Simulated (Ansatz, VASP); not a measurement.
Sn: VASP beside Ansatz

```
CELL_PARAMETERS angstrom
0.00000 2.44834 2.60978
2.08614 0.00000 2.60978
2.08614 2.44834 0.00000
ATOMIC_POSITIONS crystal
Sn 0.00000 0.00000 0.00000
```

Alike in both runs: task relaxation of cell and atoms; functional r2SCAN; k mesh 6 × 6 × 6; occupations gaussian, width 0.1 eV; no spin polarisation.

|  | VASP | Ansatz |
| --- | --- | --- |
| version | VASP 6.6.1 | Ansatz 0.2.0 |
| potentials or method | VASP PAW PBE potentials, release 64 (Sn_d) | scalar-relativistic, plane waves, PAW |
| plane-wave cutoff (eV) | 600 | 500 |
| valence electrons in the cell | 14 | 14 |

```tsv
	VASP	Ansatz	Ansatz less VASP
gap on the k mesh at the Fermi level, each at its own relaxed structure (eV)	none	none	-
relaxed volume (Å³/atom)	26.96	26.88	-0.079
relaxed cell length with the largest relative difference (Å)	3.282	3.276	-0.0058
energy change over the relaxation (meV/atom)	-45	-45	-0.2
```

A gap of «none» marks a metal or a gap that the smearing closes.

Caveats: the k mesh is coarse (spacing up to 0.39 Å⁻¹), so the values aren't converged; the PAW data sets were made with another functional, which shifts forces and pressure a little (VASP).
